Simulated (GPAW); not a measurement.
Here is a GPAW 26.7.0 calculation.

The input run.py:

```python
import numpy as np
from ase.dft.bandgap import bandgap
from ase.io import read, write
from ase.units import GPa
from gpaw import GPAW, PW
from gpaw.spinorbit import soc_eigenstates

atoms = read('POSCAR')

calc = GPAW(mode=PW(600),
            xc='LDA',
            kpts={'size': (7, 7, 7), 'gamma': True},
            occupations={'name': 'fermi-dirac', 'width': 0.05},
            nbands=18,
            convergence={'density': 1e-05, 'energy': 1e-05},
            maxiter=150,
            txt='gpaw.txt')
atoms.calc = calc
energy = atoms.get_potential_energy()
forces = atoms.get_forces()
stress = atoms.get_stress()
calc.write('gs.gpw')
write('result.traj', atoms)
print(f'Energy: {energy:.6f} eV')
print('Forces (eV/A):')
print(forces.round(4))
print('Stress (GPa):', (stress / GPa).round(3))
print('Fermi level:', round(calc.get_fermi_level(), 4), 'eV')
print(f'Gap: {bandgap(calc)[0]:.4f} eV, direct: {bandgap(calc, direct=True)[0]:.4f} eV')

path = atoms.cell.bandpath('GXWKGLUWLK,UX', npoints=80, eps=1e-4)
bs_calc = calc.fixed_density(kpts=path, symmetry='off', nbands=29,
                             convergence={'bands': 'CBM+6.0', 'eigenstates': 1e-6}, txt='bands.txt')
bs = bs_calc.band_structure()
bs.write('bs.json')
print(f'Gap on the path: {bandgap(bs_calc)[0]:.4f} eV')

soc = soc_eigenstates(bs_calc, theta=90, phi=45)
np.savetxt('soc_bands.dat', soc.eigenvalues(), fmt='%.4f')
mesh = soc_eigenstates('gs.gpw', theta=90, phi=45)
np.savetxt('soc_mesh.dat', mesh.eigenvalues(), fmt='%.4f')
print('Fermi level with spin-orbit coupling:', round(mesh.fermi_level, 4), 'eV')
```

File POSCAR:

```
ZnSe
1.0
    0.0000000000      2.8338000000      2.8338000000
    2.8338000000      0.0000000000      2.8338000000
    2.8338000000      2.8338000000      0.0000000000
Se Zn
1 1
Direct
    0.7500000000      0.7500000000      0.7500000000
    0.0000000000      0.0000000000      0.0000000000
```

Potentials or basis: the program's PAW data sets (release 1.2.1) made for this functional, pw.

Run with:

```bash
$ OMP_NUM_THREADS=1 python run.py
```

(1) Estimate the band gap on the k mesh.

(2) What does it give for the band gap along the path?

Answers

(1) 0.91 eV, direct.

(2) 0.91 eV, direct.

Caveat: spin-orbit coupling was added after a scalar SCF, so levels and gaps hold it while energy, forces, pressure and moments don't; this program's spin-orbit splittings come out too wide for heavy elements.

**Experimental background.**

“Alloy Disordering Effects on the Thermal Conductivity and Energy Gap Temperature Dependence of Cd1−xZnxSe Ternary Crystals Grown by the Bridgman Method”, 2023, pmc:10253836 reports, for a bulk crystal of ZnSe at 300 K: band gap 2.695 ± 0.003 eV (an exciton energy, a little under the gap).

Measured gap of ZnSe: 2.695 eV (an exciton energy, a little under the gap; 300 K; “Alloy Disordering Effects on the Thermal Conductivity and Energy Gap Temperature Dependence of Cd1−xZnxSe Ternary Crystals Grown by the Bridgman Method”, 2023, pmc:10253836). This calculation gives 0.91 eV (-1.79 eV). So large a miss can be the level of theory's own, or it may mean another phase, state or a wrong row. The value is that of LDA, without temperature or zero-point motion. Semilocal functionals fall short of measured gaps as a rule.
